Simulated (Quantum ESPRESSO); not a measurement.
Runs of Quantum ESPRESSO 7.5 on CoSi. The structure is cubic, space group P2_13 (No. 198). The conventional cell has a = 4.438 Å, b = 4.438 Å, c = 4.438 Å, α = 90.00°, β = 90.00°, γ = 90.00°. Co (site symmetry 3) has 7 Si at 2.28 to 2.47 Å as nearest neighbours. Si (site symmetry 3) has 7 Co at 2.28 to 2.47 Å as nearest neighbours. 

```csv
level,V0 of scaled cells (Å³/atom),B0 (GPa)
PBE+D2,10.52,236
SOGGA,10.53,251
PBE,(c),(a)
RPBE+D3,(b),233
```

Alike in all rows: task equation of state; potentials or basis PseudoDojo 0.4.1 SR PBE standard; spin collinear, ferromagnetic start; cell as given; k mesh 3 × 3 × 3; cutoff (eV) 1306; smearing fermi-dirac 0.05 eV; the mesh is coarse, so values aren't converged.

Q: Estimate the missing entries.

A: (a) 223; (b) 10.66; (c) 10.92.

Caveats: all runs use coarse meshes; the cell was scaled at fixed shape and fractional positions, which overstates the stiffness of a crystal with free parameters, most of all of layers and chains; the potentials were made for another functional, which shifts forces and pressure (some runs); SOGGA exchange is joined with the correlation of PBE here (some runs).

Not every run made on this cell is shown here.
